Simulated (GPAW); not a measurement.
# Sc (P6_3/mmc) in GPAW: a series of runs

The runs below take Sc through relaxation of cell and atoms, with r4SCAN, PBE+D4.

All numbers are computed with GPAW 26.7.0; they aren't measurements. Logs are shortened: lines on timing, memory, paths and dates and some standing lists are left out, and cuts for length are marked. The log counts tension as positive stress, the text compression.

### 1 The crystal as given

Symmetry: P6_3/mmc, No. 194, hexagonal system. The conventional cell has a = 3.309 Å, b = 3.309 Å, c = 5.273 Å, α = 90.00°, β = 90.00°, γ = 120.00°. Sc (site symmetry -6m2) is surrounded by 12 Sc at 3.26 to 3.31 Å.

### 2 Relaxation of cell and atoms, r4SCAN

run.py

```python
from ase.filters import FrechetCellFilter
from ase.io import write
from ase.optimize import LBFGS
from ase.spacegroup import crystal
from gpaw import GPAW, PW

# Sc 2c
atoms = crystal(['Sc'],
                basis=[[0.6666666667, 0.3333333333, 0.75]],
                spacegroup=194, setting=1,  # P6_3/mmc
                cellpar=[3.309, 3.309, 5.2733, 90.0, 90.0, 120.0],
                primitive_cell=True)

calc = GPAW(mode=PW(600),
            xc='MGGA_X_R4SCAN+MGGA_C_R2SCAN',
            kpts={'size': (7, 7, 4), 'gamma': True},
            occupations={'name': 'fermi-dirac', 'width': 0.05},
            nbands=23,
            convergence={'density': 1e-06, 'energy': 1e-06, 'eigenstates': 1e-10},
            maxiter=150,
            txt='gpaw.txt')
atoms.calc = calc
opt = LBFGS(FrechetCellFilter(atoms), trajectory='relax.traj', logfile='-')
done = opt.run(fmax=0.05, steps=100)
calc.write('gs.gpw')
write('result.traj', atoms)
print('Converged:', done)
print('Cell:', atoms.cell.cellpar().round(4))
print('Volume:', round(atoms.get_volume(), 4))
print(atoms.get_scaled_positions().round(5))
```

Potentials or basis: GPAW PAW data sets (gpaw-data 1.2.1), pw.

Started as:

```
OMP_NUM_THREADS=1 python run.py
```

gpaw.txt:

```text
__  _  _
 | _ |_)|_||  |
 |__||  | ||/\| - 26.7.0

Input parameters:
  mode=PW(ecut=600.0),
  convergence={'density': 1e-06, 'energy': 1e-06, 'eigenstates': 1e-10},
  kpts=MonkhorstPack(size=(7, 7, 4), gamma=True),
  maxiter=150,
  nbands=23,
  occupations=Occupations(name='fermi-dirac', width=0.05),
  xc=XC(name='MGGA_X_R4SCAN+MGGA_C_R2SCAN')

Diagonalizing LCAO Hamiltonian
Converting LCAO to pw mode

           Sc

        Sc

Atoms  # Å, Bohr magnetons
|   | symbol |         x |        y |        z |    initial magnetic moments |
|---|--------|-----------|----------|----------|-----------------------------|
| 0 |     Sc |  1.654500 | 0.955226 | 3.954975 | ( 0.0000,  0.0000,  0.0000) |
| 1 |     Sc | -0.000000 | 1.910452 | 1.318325 | ( 0.0000,  0.0000,  0.0000) |

Unit cell  # Å
| periodic |         x |        y |        z |  lengths |     angles |
|----------|-----------|----------|----------|----------|------------|
|      yes |  3.309000 | 0.000000 | 0.000000 | 3.309000 |  90.000000 |
|      yes | -1.654500 | 2.865678 | 0.000000 | 3.309000 |  90.000000 |
|      yes |  0.000000 | 0.000000 | 5.273300 | 5.273300 | 120.000000 |

Number of symmetries: 12
Symmetry operations  # r_c * U_cc + t_c -> r_c
|    | kind |            matrix            |
|----|------|------------------------------|
|  0 |  σ   |  1, 1, 0,  0,-1, 0,  0, 0, 1 |
|  1 |  S6  |  1, 1, 0, -1, 0, 0,  0, 0,-1 |
|  2 |  E   |  1, 0, 0,  0, 1, 0,  0, 0, 1 |
|  3 |  C2  |  1, 0, 0, -1,-1, 0,  0, 0,-1 |
|  4 |  C2  |  0, 1, 0,  1, 0, 0,  0, 0,-1 |
|  5 |  C3  |  0, 1, 0, -1,-1, 0,  0, 0, 1 |
|  6 |  S6  |  0,-1, 0,  1, 1, 0,  0, 0,-1 |
|  7 |  σ   |  0,-1, 0, -1, 0, 0,  0, 0, 1 |
|  8 |  σ   | -1, 0, 0,  1, 1, 0,  0, 0, 1 |
|  9 |  i   | -1, 0, 0,  0,-1, 0,  0, 0,-1 |
| 10 |  C3  | -1,-1, 0,  1, 0, 0,  0, 0, 1 |
| 11 |  C2  | -1,-1, 0,  0, 1, 0,  0, 0,-1 |
[... 160 lines left out ...]
|          2 |       -23.786 |     2.000 |
|          3 |       -23.441 |     2.000 |
|          4 |       -23.441 |     2.000 |
|          5 |       -23.383 |     2.000 |
|          6 |       -23.383 |     2.000 |
|          7 |       -23.374 |     2.000 |
[... 8 lines left out ...]
|         16 |         8.188 |     0.000 |
|         17 |         8.188 |     0.000 |
|        ... |               |           |
|         22 |        20.191 |     0.000 |

No gap
No difference between direct/indirect transitions

Stress tensor  # eV/Ang^3
|         x |         y |        z |
|-----------|-----------|----------|
| -0.002696 |  0.000000 | 0.000000 |
| -0.000000 | -0.002696 | 0.000000 |
|  0.000000 |  0.000000 | 0.012415 |

Forces  # eV/Ang
|       x |        y |        z |
|---------|----------|----------|
| 0.00000 | -0.00000 | -0.00000 |  # Sc   0
| 0.00000 |  0.00000 |  0.00000 |  # Sc   1

Interpolating wave functions to new cell

           Sc

        Sc

Atoms  # Å, Bohr magnetons
|   | symbol |         x |        y |        z |    initial magnetic moments |
|---|--------|-----------|----------|----------|-----------------------------|
| 0 |     Sc |  1.655297 | 0.955686 | 3.946216 | ( 0.0000,  0.0000,  0.0000) |
| 1 |     Sc | -0.000000 | 1.911372 | 1.315405 | ( 0.0000,  0.0000,  0.0000) |

Unit cell  # Å
| periodic |         x |         y |         z |  lengths |     angles |
|----------|-----------|-----------|-----------|----------|------------|
|      yes |  3.310593 | -0.000000 | -0.000000 | 3.310593 |  90.000000 |
|      yes | -1.655297 |  2.867058 | -0.000000 | 3.310593 |  90.000000 |
|      yes |  0.000000 | -0.000000 |  5.261621 | 5.261621 | 120.000000 |

Number of symmetries: 12
Symmetry operations  # r_c * U_cc + t_c -> r_c
|    | kind |            matrix            |
|----|------|------------------------------|
|  0 |  σ   |  1, 1, 0,  0,-1, 0,  0, 0, 1 |
|  1 |  S6  |  1, 1, 0, -1, 0, 0,  0, 0,-1 |
|  2 |  E   |  1, 0, 0,  0, 1, 0,  0, 0, 1 |
|  3 |  C2  |  1, 0, 0, -1,-1, 0,  0, 0,-1 |
|  4 |  C2  |  0, 1, 0,  1, 0, 0,  0, 0,-1 |
|  5 |  C3  |  0, 1, 0, -1,-1, 0,  0, 0, 1 |
|  6 |  S6  |  0,-1, 0,  1, 1, 0,  0, 0,-1 |
|  7 |  σ   |  0,-1, 0, -1, 0, 0,  0, 0, 1 |
|  8 |  σ   | -1, 0, 0,  1, 1, 0,  0, 0, 1 |
|  9 |  i   | -1, 0, 0,  0,-1, 0,  0, 0,-1 |
| 10 |  C3  | -1,-1, 0,  1, 0, 0,  0, 0, 1 |
| 11 |  C2  | -1,-1, 0,  0, 1, 0,  0, 0,-1 |
[... 159 lines left out ...]
|          2 |       -23.774 |     2.000 |
|          3 |       -23.428 |     2.000 |
|          4 |       -23.428 |     2.000 |
|          5 |       -23.368 |     2.000 |
|          6 |       -23.368 |     2.000 |
|          7 |       -23.358 |     2.000 |
[... 8 lines left out ...]
|         16 |         8.191 |     0.000 |
|         17 |         8.191 |     0.000 |
|        ... |               |           |
|         22 |        20.206 |     0.000 |

No gap
No difference between direct/indirect transitions

Stress tensor  # eV/Ang^3
|         x |         y |        z |
|-----------|-----------|----------|
| -0.002690 |  0.000000 | 0.000000 |
|  0.000000 | -0.002690 | 0.000000 |
|  0.000000 |  0.000000 | 0.011595 |

Forces  # eV/Ang
|        x |        y |        z |
|----------|----------|----------|
|  0.00000 | -0.00000 | -0.00000 |  # Sc   0
| -0.00000 |  0.00000 |  0.00000 |  # Sc   1

Interpolating wave functions to new cell

           Sc

        Sc

Atoms  # Å, Bohr magnetons
|   | symbol |         x |        y |        z |    initial magnetic moments |
|---|--------|-----------|----------|----------|-----------------------------|
| 0 |     Sc |  1.668283 | 0.963183 | 3.815437 | ( 0.0000,  0.0000,  0.0000) |
| 1 |     Sc | -0.000000 | 1.926367 | 1.271812 | ( 0.0000,  0.0000,  0.0000) |

Unit cell  # Å
| periodic |         x |         y |         z |  lengths |     angles |
|----------|-----------|-----------|-----------|----------|------------|
|      yes |  3.336565 | -0.000000 | -0.000000 | 3.336565 |  90.000000 |
|      yes | -1.668283 |  2.889550 |  0.000000 | 3.336565 |  90.000000 |
|      yes | -0.000000 | -0.000000 |  5.087249 | 5.087249 | 120.000000 |

Number of symmetries: 12
Symmetry operations  # r_c * U_cc + t_c -> r_c
|    | kind |            matrix            |
|----|------|------------------------------|
|  0 |  σ   |  1, 1, 0,  0,-1, 0,  0, 0, 1 |
|  1 |  S6  |  1, 1, 0, -1, 0, 0,  0, 0,-1 |
|  2 |  E   |  1, 0, 0,  0, 1, 0,  0, 0, 1 |
|  3 |  C2  |  1, 0, 0, -1,-1, 0,  0, 0,-1 |
|  4 |  C2  |  0, 1, 0,  1, 0, 0,  0, 0,-1 |
|  5 |  C3  |  0, 1, 0, -1,-1, 0,  0, 0, 1 |
|  6 |  S6  |  0,-1, 0,  1, 1, 0,  0, 0,-1 |
|  7 |  σ   |  0,-1, 0, -1, 0, 0,  0, 0, 1 |
|  8 |  σ   | -1, 0, 0,  1, 1, 0,  0, 0, 1 |
|  9 |  i   | -1, 0, 0,  0,-1, 0,  0, 0,-1 |
| 10 |  C3  | -1,-1, 0,  1, 0, 0,  0, 0, 1 |
| 11 |  C2  | -1,-1, 0,  0, 1, 0,  0, 0,-1 |
[... 166 lines left out ...]
|          2 |       -23.625 |     2.000 |
|          3 |       -23.252 |     2.000 |
|          4 |       -23.252 |     2.000 |
|          5 |       -23.175 |     2.000 |
|          6 |       -23.175 |     2.000 |
|          7 |       -23.145 |     2.000 |
[... 8 lines left out ...]
|         16 |         8.214 |     0.000 |
|         17 |         8.214 |     0.000 |
|        ... |               |           |
|         22 |        20.428 |     0.000 |

No gap
No difference between direct/indirect transitions

Stress tensor  # eV/Ang^3
|         x |         y |         z |
|-----------|-----------|-----------|
| -0.000866 | -0.000000 |  0.000000 |
| -0.000000 | -0.000866 | -0.000000 |
|  0.000000 | -0.000000 | -0.007420 |

Forces  # eV/Ang
|        x |        y |        z |
|----------|----------|----------|
|  0.00000 |  0.00000 | -0.00000 |  # Sc   0
| -0.00000 | -0.00000 |  0.00000 |  # Sc   1

Interpolating wave functions to new cell

           Sc

        Sc

Atoms  # Å, Bohr magnetons
|   | symbol |         x |        y |        z |    initial magnetic moments |
|---|--------|-----------|----------|----------|-----------------------------|
| 0 |     Sc |  1.664202 | 0.960828 | 3.860824 | ( 0.0000,  0.0000,  0.0000) |
| 1 |     Sc | -0.000000 | 1.921655 | 1.286941 | ( 0.0000,  0.0000,  0.0000) |

Unit cell  # Å
| periodic |         x |         y |        z |  lengths |     angles |
|----------|-----------|-----------|----------|----------|------------|
|      yes |  3.328405 | -0.000000 | 0.000000 | 3.328405 |  90.000000 |
|      yes | -1.664202 |  2.882483 | 0.000000 | 3.328405 |  90.000000 |
|      yes | -0.000000 | -0.000000 | 5.147765 | 5.147765 | 120.000000 |

Number of symmetries: 12
Symmetry operations  # r_c * U_cc + t_c -> r_c
|    | kind |            matrix            |
|----|------|------------------------------|
|  0 |  σ   |  1, 1, 0,  0,-1, 0,  0, 0, 1 |
|  1 |  S6  |  1, 1, 0, -1, 0, 0,  0, 0,-1 |
|  2 |  E   |  1, 0, 0,  0, 1, 0,  0, 0, 1 |
|  3 |  C2  |  1, 0, 0, -1,-1, 0,  0, 0,-1 |
|  4 |  C2  |  0, 1, 0,  1, 0, 0,  0, 0,-1 |
|  5 |  C3  |  0, 1, 0, -1,-1, 0,  0, 0, 1 |
|  6 |  S6  |  0,-1, 0,  1, 1, 0,  0, 0,-1 |
|  7 |  σ   |  0,-1, 0, -1, 0, 0,  0, 0, 1 |
|  8 |  σ   | -1, 0, 0,  1, 1, 0,  0, 0, 1 |
|  9 |  i   | -1, 0, 0,  0,-1, 0,  0, 0,-1 |
| 10 |  C3  | -1,-1, 0,  1, 0, 0,  0, 0, 1 |
| 11 |  C2  | -1,-1, 0,  0, 1, 0,  0, 0,-1 |
[... 168 lines left out ...]
|          2 |       -23.682 |     2.000 |
|          3 |       -23.320 |     2.000 |
|          4 |       -23.320 |     2.000 |
|          5 |       -23.249 |     2.000 |
|          6 |       -23.249 |     2.000 |
|          7 |       -23.225 |     2.000 |
[... 8 lines left out ...]
|         16 |         8.199 |     0.000 |
|         17 |         8.199 |     0.000 |
|        ... |               |           |
|         22 |        20.338 |     0.000 |

No gap
No difference between direct/indirect transitions

Stress tensor  # eV/Ang^3
|         x |         y |         z |
|-----------|-----------|-----------|
| -0.001089 |  0.000000 |  0.000000 |
| -0.000000 | -0.001089 |  0.000000 |
|  0.000000 |  0.000000 | -0.000551 |

Forces  # eV/Ang
|       x |        y |        z |
|---------|----------|----------|
| 0.00000 |  0.00000 |  0.00000 |  # Sc   0
| 0.00000 | -0.00000 | -0.00000 |  # Sc   1

# Writing to gs.gpw (mode='')
```

Run time: 9.7 min. Hardware: 1 thread of Arm Neoverse V1, shared host; peak memory 0.52 GiB.

What came out:

```
Free energy                            : -20.1081 eV
Relaxed volume                         : 24.69 Å³/atom
Relaxed cell                           : a = 3.328 Å, b = 3.328 Å, c = 5.148 Å, α = 90.00°, β = 90.00°, γ = 120.00°
Space group after relaxing (to 0.05 Å) : P6_3/mmc (No. 194)
Energy gained by relaxing              : 5.3 meV/atom
Ionic steps                            : 4
Pressure after relaxing                : 0.1 GPa
Band gap on the k mesh                 : none (metal or under the smearing width)
```

The path:
```csv
step,energy change (eV),largest force (eV/Å),pressure (GPa),volume (Å³)
1,0.0000,0.0000,-0.38,50.00
2,-0.0017,0.0000,-0.33,49.94
3,-0.0086,0.0000,0.49,49.05
4,-0.0107,0.0000,0.15,49.39
```

Final structure:
```xyz
2
Lattice="3.3284 0.0000 0.0000 -1.6642 2.8825 0.0000 0.0000 0.0000 5.1478" Properties=species:S:1:pos:R:3 pbc="T T T"
Sc    1.6642    0.9608    3.8608
Sc    0.0000    1.9217    1.2869
```

Levels at points of the mesh, in eV from the Fermi level:
```csv
k point,band 9,band 10,band 11,band 12,band 13,band 14
"(0.00, 0.00, 0.00)",-5.43,-1.68,0.58,1.81,1.81,2.07
"(0.00, 0.00, 0.50)",-3.81,-3.81,1.11,1.11,1.71,1.71
```

Caveat: later steps reuse the first step's grids; the PAW data sets were made with another functional, which shifts forces and pressure a little.

### 3 Relaxation of cell and atoms, PBE+D4

run.py

```python
from ase.calculators.mixing import SumCalculator
from ase.filters import FrechetCellFilter
from ase.io import read, write
from ase.optimize import BFGS
from dftd4.ase import DFTD4
from gpaw import GPAW, PW

atoms = read('POSCAR')

calc = GPAW(mode=PW(600),
            xc='PBE',
            kpts={'size': (7, 7, 4), 'gamma': True},
            occupations={'name': 'fermi-dirac', 'width': 0.05},
            nbands=23,
            convergence={'density': 1e-05, 'energy': 1e-05},
            maxiter=150,
            txt='gpaw.txt')
atoms.calc = SumCalculator([calc, DFTD4(method='pbe')])
opt = BFGS(FrechetCellFilter(atoms), trajectory='relax.traj', logfile='-')
done = opt.run(fmax=0.02, steps=40)
calc.write('gs.gpw')
write('result.traj', atoms)
print('Converged:', done)
print('Cell:', atoms.cell.cellpar().round(4))
print('Volume:', round(atoms.get_volume(), 4))
print(atoms.get_scaled_positions().round(5))
```

POSCAR

```
Sc
1.0
    3.3090000000      0.0000000000      0.0000000000
   -1.6545000000      2.8656780611      0.0000000000
    0.0000000000      0.0000000000      5.2733000000
Sc
2
Direct
    0.6666666667      0.3333333333      0.7500000000
    0.3333333333      0.6666666667      0.2500000000
```

Potentials or basis: GPAW PAW data sets (gpaw-data 1.2.1), pw.

Started as:

```
OMP_NUM_THREADS=1 python run.py
```

Wall time 92 s (1 thread of Arm Neoverse V1, shared host); peak memory 0.26 GiB.

The run converged. Its results:

- Free energy: -9.9082 eV
- Relaxed volume: 23.81 Å³/atom
- Relaxed cell: a = 3.285 Å, b = 3.285 Å, c = 5.095 Å, α = 90.00°, β = 90.00°, γ = 120.00°
- Space group after relaxing (to 0.05 Å): P6_3/mmc (No. 194)
- Energy gained by relaxing: 14.5 meV/atom
- Ionic steps: 7
- Pressure after relaxing: -0.1 GPa
- Band gap on the k mesh: none (metal or under the smearing width)
- Dispersion energy per atom: -0.275 eV

Step by step:
| step | energy change (eV) | largest force (eV/Å) | pressure (GPa) | volume (Å³) |
| --- | --- | --- | --- | --- |
| 1 | 0.0000 | 0.0000 | -2.57 | 50.00 |
| 2 | -0.0079 | 0.0005 | -2.16 | 49.58 |
| 3 | -0.0279 | 0.0004 | 0.37 | 47.29 |
| 4 | -0.0282 | 0.0010 | 0.18 | 47.44 |
| 5 | -0.0286 | 0.0000 | -0.02 | 47.61 |
| 6 | -0.0289 | 0.0002 | -0.11 | 47.67 |
| 7 | -0.0290 | 0.0002 | -0.05 | 47.62 |

Final structure:
```
CELL_PARAMETERS angstrom
3.28526 0.00000 0.00000
-1.64263 2.84512 0.00000
0.00000 0.00000 5.09500
ATOMIC_POSITIONS crystal
Sc 0.66667 0.33333 0.74999
Sc 0.33333 0.66667 0.25001
```

Levels at points of the mesh, in eV from the Fermi level:
```tsv
k point	band 9	band 10	band 11	band 12	band 13	band 14
(0.00, 0.00, 0.00)	-5.18	-1.65	0.72	1.65	1.65	1.95
(0.00, 0.00, 0.50)	-3.59	-3.59	1.03	1.03	1.55	1.55
```

Caveat: later steps reuse the first step's grids; pairwise dispersion overbinds metals, which lowers pressure and volume.
